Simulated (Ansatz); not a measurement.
Uniaxial strain in GeS

Cell: an entry of the Crystallography Open Database (COD) whose atoms were relaxed with PBE, the cell held.

```
CELL_PARAMETERS angstrom
10.47000 0.00000 0.00000
0.00000 3.64100 0.00000
0.00000 0.00000 4.29700
ATOMIC_POSITIONS crystal
Ge 0.62091 0.25000 0.37197
Ge 0.87909 0.75000 0.87197
Ge 0.12091 0.25000 0.12803
Ge 0.37909 0.75000 0.62803
S 0.85055 0.25000 0.49738
S 0.64945 0.75000 0.99738
S 0.35055 0.25000 0.00262
S 0.14945 0.75000 0.50262
```

Atom numbers follow the list; atoms alike are taken as one site, whose name carries the number of the first.

All values are calculated (Ansatz; DFT, PBE, plane waves and PAW, scalar-relativistic, 420 eV cutoff, Γ-centred 5×12×10 k-points, Fermi–Dirac smearing 0.02 eV), not measured.

The cell is stretched along z (the third Cartesian axis of the run's cell), x and y held, and the ions relax again each time. Tension counts as positive.

| strain along z (%) | stress along z (GPa) | stress along x (GPa) | gap on the k-mesh (eV) |
| --- | --- | --- | --- |
| -3 | -3.2 | -1.9 | 0.77 |
| -2 | -2.7 | -1.8 | 0.86 |
| -1 | -2.2 | -1.8 | 0.96 |
| 0 | -1.8 | -1.6 | 1.05 |
| +1 | -1.3 | -1.6 | 1.15 |
| +2 | ? | ? | ? |
| +3 | -0.7 | -1.3 | 1.20 |

Q: Estimate the row at +2 % from the others.

A: stress along z (GPa): -0.9; stress along x (GPa): -1.5; gap on the k-mesh (eV): 1.19. Worked: parabolas through the other 6 rows give -1.0 and -1.4 GPa at +2 %. Their slopes at zero strain are 43 GPa (the stiffness along z) and 11 GPa (the coupling of z to x). They hold at this cell, where the calculated pressure is 1.9 GPa. The gap opens by 95 meV per per cent of stretch between the rows next to zero strain; the parabola gives 1.17 eV for the withheld row.

PBE gaps are too small, by a third to a half in many semiconductors; their changes with strain are better.

All values belong to this cell and structure model.
